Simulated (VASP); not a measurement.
A run of VASP 6.6.1:

File INCAR:

```
PREC = Accurate
ENCUT = 600
EDIFF = 1E-6
ISMEAR = 0
SIGMA = 0.1
LREAL = False
LASPH = True
NELM = 100
ALGO = Normal
ISIF = 3
LWAVE = False
LCHARG = False
GGA = PE
IBRION = 2
NSW = 80
EDIFFG = -0.05
```

KPOINTS

```
regular mesh
0
Gamma
  9 9 4
```

File POSCAR:

```
Cd2H
1.0
    2.7796273653      0.0000000000      0.0000000000
   -1.3898136826      2.4072279114      0.0000000000
    0.0000000000      0.0000000000      4.5959696800
Cd H
2 1
Direct
    0.6666666667      0.3333333333      0.7695834037
    0.3333333333      0.6666666667      0.2867085049
    0.0000000000      0.0000000000      0.0277080914
```

Potentials or basis: VASP PAW PBE potentials, release 64 (Cd, H).

Launch:

```console
$ cat potpaw_PBE.64/Cd/POTCAR potpaw_PBE.64/H/POTCAR > POTCAR
$ mpirun -np 1 vasp_std > vasp.out
```

Hardware: 1 thread of AMD EPYC 9R45 96-Core Processor (Zen 5), with other jobs on the host.

Q: How long does it take, and how much memory?

A: Run time: 3.3 min on 1 thread of AMD EPYC 9R45 96-Core Processor (Zen 5), with other jobs on the host, peak memory 0.14 GiB. Counts: scf iterations 193, k points 43, ion steps 28.
